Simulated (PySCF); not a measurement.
Some computed properties have been withheld. Give your best values.

Acetone, C3H6O.
InChI=1S/C3H6O/c1-3(2)4/h1-2H3

```csv
property,level,value
"rotational constants A, B, C",PBE0-D3(BJ)/def2-TZVP,?
dipole moment,CAM-B3LYP/aug-cc-pVTZ,3.13 D
HOMO energy,CAM-B3LYP/aug-cc-pVTZ,-8.73 eV
LUMO energy,CAM-B3LYP/aug-cc-pVTZ,0.11 eV
lowest singlet excitation,TDDFT CAM-B3LYP/aug-cc-pVTZ,?
strongest line among the 10 lowest singlet transitions,TDDFT CAM-B3LYP/aug-cc-pVTZ,"S7 at 8.06 eV (154 nm, f = 0.045)"
lowest triplet excitation (Tamm–Dancoff),TDA CAM-B3LYP/aug-cc-pVTZ,?
static isotropic polarisability,CAM-B3LYP/aug-cc-pVTZ,?
electronic spatial extent ⟨r²⟩ about the centre of nuclear charge,CAM-B3LYP/aug-cc-pVTZ,?
13C chemical shifts (computed TMS as zero) by class,GIAO B97-2/pcSseg-2,?
1H chemical shifts (computed TMS as zero) by class,GIAO B97-2/pcSseg-2,?
"isotropic shieldings of nuclei other than C and H, by class",GIAO B97-2/pcSseg-2,-330 (1 O) ppm
largest of the computed one-bond spin–spin couplings (means over like bonds),B3LYP/pcJ-2,"13C–1H +132.3 (×6), 13C–13C +40.7 (×2), 17O–13C +31.7 Hz"
```

The electronic properties come from PySCF, for the isolated species, density fitting. Geometry: PBE0-D3(BJ)/def2-TZVP; no solvent or vibrations. NMR classes are plain means over equivalent atoms (diastereotopic ones count apart unless rotation or inversion swaps them), as if these changed places fast; in this geometry the members of some classes differ.

(1) Give the electronic spatial extent ⟨r²⟩ about the centre of nuclear charge.

(2) The static isotropic polarisability?

(3) The rotational constants A, B, C?

(4) Give the 13C chemical shifts (computed TMS as zero) by class.

(5) Give the lowest singlet excitation.

(6) The lowest triplet excitation (Tamm–Dancoff)?

(7) Give the 1H chemical shifts (computed TMS as zero) by class.

Results:

(1) 291 bohr².

(2) 41.8 au.

(3) 10.253, 8.611, 4.966 GHz.

(4) 212.4 (1 C), 31.6 (2 C) ppm.

(5) 4.52 eV (274 nm, f = 0.000).

(6) 3.96 eV.

(7) 2.08 (6 H) ppm.

The polarisability is 6.20 Å³ as a volume (1 au = 0.148185 Å³), or 1.31 au for each of the 32 electrons. With B = h/(8π²I), that is 505.379 GHz u Å² over I, the principal moments of inertia are 49.3, 58.7 and 101.8 u Å² (most abundant isotopes). The vertical singlet–triplet gap S1 − T1 is 0.56 eV (TDDFT singlet less Tamm–Dancoff triplet). The rotational constants make it an asymmetric top with κ = (2B − A − C)/(A − C) = 0.38, nearer the oblate limit (+1).
